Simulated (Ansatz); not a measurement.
Ionic part of the dielectric constant of AlN at 18 GPa, mode by mode

All numbers below come from DFT PBEsol, scalar-relativistic, plane waves, PAW in Ansatz. Settings: 420 eV plane-wave cutoff, Γ-centred 10×10×10 mesh, fixed occupations. No spin polarisation. Phonons by linear response, acoustic sum rule imposed.

The structure is cubic, space group F-43m (No. 216). The conventional cell has a = 4.266 Å, b = 4.266 Å, c = 4.266 Å, α = 90.00°, β = 90.00°, γ = 90.00°. Al (site symmetry -43m) has 4 N at 1.85 Å as nearest neighbours. N (site symmetry -43m) has 4 Al at 1.85 Å as nearest neighbours.

Other phases may be more stable at this pressure.

The primitive cell has V = 19.41 Å³ and ε∞,xx = 4.519. Each polar mode adds Δε = (4.92064×10⁷/V)·S/ν² along x, with S its oscillator strength in e²/amu, ν in cm⁻¹ and V in Å³.

**Question.** From these modes, find each Δε and ε0,xx.
```tsv
ν (cm⁻¹)	S_xx (e²/amu)
723.2	0.6986
```

**Answer.**
```
ν (cm⁻¹)    Δε
   723.2  3.39
```

The sum is 3.386, so ε0,xx = 7.91; the run's tensor has 7.91.

**Question.** Where do the longitudinal modes lie for a wave vector along x?

**Answer.** At 956 cm⁻¹. The Lyddane–Sachs–Teller product Π(ν_LO/ν_TO)² = 1.75 matches ε0/ε∞ = 1.75.

This zinc-blende form isn't the usual stable structure of the compound at low pressure.

Cost: 1 run of about 0.14 core-minutes, on AMD EPYC 9R45 (Zen 5) (shared hosts).